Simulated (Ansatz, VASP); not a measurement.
AlCo: VASP beside Ansatz

```
Co Al
1.0
     2.50636    0.00000    0.00000
    -1.25318    2.17058    0.00000
     0.00000    0.00000    7.18488
Co Al
2 2
Direct
  0.00000 0.00000 0.00000
  0.00000 0.00000 0.50000
  0.33333 0.66667 0.25000
  0.66667 0.33333 0.75000
```

Change from the starting cell: volume scaled by 0.8, PAW files.

Alike in both runs: task single point; functional PBE; k mesh 10 × 10 × 6; occupations fermi-dirac, width 0.05 eV; no spin polarisation.

|  | VASP | Ansatz |
| --- | --- | --- |
| version | VASP 6.6.1 | Ansatz 0.2.0 |
| potentials or method | VASP PAW PBE potentials, release 64 (Co, Al) | PAW with Ansatz's default frozen-core files, scalar-relativistic |
| plane-wave cutoff (eV) | 520 | 420 |
| valence electrons in the cell | 24 | 40 |

|  | VASP | Ansatz | Ansatz less VASP |
| --- | --- | --- | --- |
| pressure (GPa) | 57.1 | 57.4 | +0.29 |
| largest component of the traceless stress (GPa) | 0.38 | 0.04 | -0.337 |

The functional is the same, so the differences come from potentials, cutoffs and numerics. The two sets of potentials don't hold the same shells in valence.

Caveats: so large a pressure means that the cell lies far from this level's equilibrium, or that cutoff or potentials fall short (VASP). Spin polarisation is off, so any magnetic state and its effect on volume and gap are missing.
